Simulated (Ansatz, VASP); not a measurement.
## HfO2 in VASP and in Ansatz

```
Hf O
1.0
     3.60430    0.00000    0.00000
     0.00000    3.60430    0.00000
     0.00000    0.00000    5.26397
Hf O
2 4
Direct
  0.50653 0.49347 0.50000
  0.00000 0.00000 0.00000
  0.00000 0.50000 0.69325
  0.50000 0.00000 0.80675
  0.50000 0.00000 0.30675
  0.00000 0.50000 0.19325
```

Alike in both runs: task single point; functional PBE; k mesh 6 × 6 × 4; occupations gaussian, width 0.05 eV; no spin polarisation.

|  | VASP | Ansatz |
| --- | --- | --- |
| version | VASP 6.6.1 | Ansatz 0.2.0 |
| potentials or method | VASP PAW PBE potentials, release 64 (Hf_pv, O) | scalar-relativistic, plane waves, PAW |
| plane-wave cutoff (eV) | 520 | 420 |
| valence electrons in the cell | 44 | 76 |

```csv
,VASP,Ansatz,Ansatz less VASP
gap on the k mesh at the Fermi level (eV),4.65,4.67,+0.022
least direct gap on the mesh (eV),4.72,4.74,+0.016
pressure (GPa),-3.0,0.1,+3.14
largest component of the traceless stress (GPa),0.70,0.71,+0.007
rms of the force components (eV/Å),0.106,0.106,-0.0001
```

Atom by atom the forces differ by 0.023 eV/Å (rms over components). The two sets of potentials don't hold the same shells in valence.

Caveats: spin-orbit coupling is left out, which moves the levels of the heavy elements. A k mesh can miss the band edges.
